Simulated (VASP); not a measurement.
# A VASP 6.6.1 single-point calculation on AlN

INCAR

```
NELM = 62
PREC = Accurate
SIGMA = 0.02
NSW = 0
IBRION = -1
ISMEAR = -1
LREAL = .FALSE.
LWAVE = .FALSE.
NBANDS = 11
ENCUT = 400
GGA = PE
LCHARG = .FALSE.
ISIF = 2
EDIFF = 1E-6
LASPH = .TRUE.
```

KPOINTS

```
KPOINTS created by Atomic Simulation Environment
0
Gamma
10 10 10
0 0 0
```

POSCAR

```
Al N
 1.0000000000000000
     0.0000000000000000    2.0794345057000001    2.0794345057000001
     2.0794345057000001    0.0000000000000000    2.0794345057000001
     2.0794345057000001    2.0794345057000001    0.0000000000000000
 Al  N
   1   1
Cartesian
  0.0000000000000000  0.0000000000000000  0.0000000000000000
  2.0794345057000001  2.0794345057000001  2.0794345057000001
```

The recommended PBE PAW datasets give the neutral cell 8 valence electrons.

Command

```
mpirun -np 1 vasp_std
```

OSZICAR

```
N       E                     dE             d eps       ncg     rms          rms(c)
DAV:   1     0.340621573380E+01    0.34062E+01   -0.34264E+03  1128   0.490E+02
DAV:   2    -0.156860280719E+02   -0.19092E+02   -0.18586E+02  1259   0.107E+02
DAV:   3    -0.161573558372E+02   -0.47133E+00   -0.47071E+00  1218   0.149E+01
DAV:   4    -0.161591183900E+02   -0.17626E-02   -0.17625E-02  1180   0.106E+00
DAV:   5    -0.161591340561E+02   -0.15666E-04   -0.15666E-04  1190   0.964E-02    0.726E+00
DAV:   6    -0.145139068307E+02    0.16452E+01   -0.78752E+00  1109   0.138E+01    0.261E+00
DAV:   7    -0.145036667126E+02    0.10240E-01   -0.12162E-01  1157   0.266E+00    0.176E+00
DAV:   8    -0.144969952349E+02    0.66715E-02   -0.17359E-02  1079   0.112E+00    0.337E-01
DAV:   9    -0.144966737179E+02    0.32152E-03   -0.13551E-03  1169   0.197E-01    0.154E-01
DAV:  10    -0.144967338864E+02   -0.60169E-04   -0.11955E-04  1138   0.815E-02    0.366E-02
DAV:  11    -0.144967299836E+02    0.39028E-05   -0.84522E-06  1166   0.162E-02    0.855E-03
DAV:  12    -0.144967296419E+02    0.34177E-06   -0.48965E-07   589   0.543E-03
   1 F= -.14496730E+02 E0= -.14496730E+02  d E =-.297278E-11
```

From OUTCAR

```
k-points           NKPTS =     47   k-points in BZ     NKDIM =     47   number of bands    NBANDS=     11

   NELECT =       8.0000    total number of electrons

   dimension x,y,z NGX =    20 NGY =   20 NGZ =   20
   dimension x,y,z NGXF=    40 NGYF=   40 NGZF=   40

  energy-cutoff  :      400.00
  volume of cell :       17.98
      direct lattice vectors                 reciprocal lattice vectors
     0.000000000  2.079434506  2.079434506    -0.240449987  0.240449987  0.240449987
     2.079434506  0.000000000  2.079434506     0.240449987 -0.240449987  0.240449987
     2.079434506  2.079434506  0.000000000     0.240449987  0.240449987 -0.240449987

 k-points in reciprocal lattice and weights: KPOINTS created by Atomic Simulation Env
   0.00000000  0.00000000  0.00000000       0.001
   0.10000000  0.00000000  0.00000000       0.008
   0.20000000  0.00000000  0.00000000       0.008
   0.30000000  0.00000000  0.00000000       0.008
   0.40000000  0.00000000  0.00000000       0.008
   0.50000000  0.00000000  0.00000000       0.004
   0.10000000  0.10000000  0.00000000       0.006
   0.20000000  0.10000000  0.00000000       0.024
   ...

 E-fermi :   9.3167

 k-point     1 :       0.0000    0.0000    0.0000
  band No.  band energies     occupation
      1      -7.9109      2.00000
      2       8.9036      2.00000
      3       8.9036      2.00000
      4       8.9036      2.00000
      5      13.4100      0.00000
      6      20.7979      0.00000
      7      20.7979      0.00000
      8      20.7979      0.00000
      9      25.7183      0.00000
     10      26.0790      0.00000
     11      26.0790      0.00000

 k-point     2 :       0.1000    0.0000    0.0000
  band No.  band energies     occupation
      1      -7.7221      2.00000
      2       7.8838      2.00000
      3       8.7997      2.00000
      4       8.7997      2.00000
      5      14.1016      0.00000
      6      19.8863      0.00000
      7      21.0489      0.00000
      8      21.0489      0.00000
      9      24.2624      0.00000
     10      24.2624      0.00000
     11      25.9802      0.00000

 k-point     3 :       0.2000    0.0000    0.0000
  band No.  band energies     occupation
      1      -7.1747      2.00000
      2       5.8423      2.00000
      3       8.5474      2.00000
      4       8.5474      2.00000
      5      14.9386      0.00000
      6      19.1909      0.00000
      7      21.0162      0.00000
      8      21.0162      0.00000
      9      23.8283      0.00000
     10      23.8283      0.00000
     11      25.2763      0.00000

 k-point     4 :       0.3000    0.0000    0.0000
  band No.  band energies     occupation
      1      -6.3436      2.00000
      2       3.6730      2.00000
      3       8.2637      2.00000
      4       8.2637      2.00000
      5      14.9294      0.00000
      6      19.7743      0.00000
      7      20.1624      0.00000
      8      20.1624      0.00000
      9      24.5574      0.00000
     10      25.3334      0.00000
     11      25.3334      0.00000

 k-point     5 :       0.4000    0.0000    0.0000
  band No.  band energies     occupation
      1      -5.4378      2.00000
      2       1.8845      2.00000
      3       8.0528      2.00000
      4       8.0528      2.00000
      5      14.6386      0.00000
      6      19.4774      0.00000
      7      19.4774      0.00000
      8      20.6472      0.00000
      9      24.1871      0.00000
     10      27.4303      0.00000
     11      27.4303      0.00000

 ...

  Total       -2.0628612     -2.0628612     -2.0628612      0.0000000      0.0000000     -0.0000000
  in kB     -183.7870263   -183.7870263   -183.7870263      0.0000000      0.0000000     -0.0000000
  external PRESSURE =    -183.7870263 kB  Pullay stress =       0.0000000 kB

 POSITION                                       TOTAL-FORCE (eV/Angst)
 -----------------------------------------------------------------------------------
      0.00000      0.00000      0.00000         0.000000     -0.000000     -0.000000
      2.07943      2.07943      2.07943        -0.000000      0.000000      0.000000
 -----------------------------------------------------------------------------------
    total drift:                                0.000000      0.000000      0.000000

  FREE ENERGIE OF THE ION-ELECTRON SYSTEM (eV)
  ---------------------------------------------------
  free  energy   TOTEN  =       -14.4967296419 eV

  energy  without entropy=      -14.4967296419  energy(sigma->0) =      -14.49672964
```

It converged. Results: gap between bands v and c on the k mesh 3.82 eV; least direct gap on the k mesh 4.51 eV; pressure -18.4 GPa. Band v is the last that the valence electrons fill when counted band by band, and c is the next.

These settings aren't sound, so the numbers aren't properties of the crystal.

On sound settings PBE gives a gap of 3.82 eV on its mesh and a pressure of -14.5 GPa for the intended cell.

The run took about 4.9 s on one core of a shared host (Intel Xeon Platinum 8488C) and held 0.12 GiB at most.
